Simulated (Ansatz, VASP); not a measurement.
**Hf: VASP beside Ansatz**

```
Hf
1.0
    -0.06660    2.18670    2.18670
     2.18670   -0.06660    2.18670
     2.18670    2.18670   -0.06660
Hf
1
Direct
  0.00000 0.00000 0.00000
```

Change from the starting cell: equal xy, yz and zx shear strains of -3 %.

Alike in both runs: task single point; functional LDA; k mesh 13 × 13 × 13; occupations fermi-dirac, width 0.03 eV; no spin polarisation.

```csv
,VASP,Ansatz
version,VASP 6.6.1,Ansatz 0.2.0
potentials or method,"VASP PAW LDA potentials, release 64 (Hf_pv), cutoff 520 eV","all-electron LAPW, scalar-relativistic"
```

Ansatz gave:

```
pressure (GPa)                                  : -5.4
largest component of the traceless stress (GPa) : 1.91
```

Q: Which values does VASP return?

A: Pressure (GPa): -5.4; largest component of the traceless stress (GPa): 1.89.

Ansatz ran all-electron here, so the differences hold the error of VASP's frozen core and of both bases.

The runs have no spin-orbit coupling, so splittings on Hf are missing.
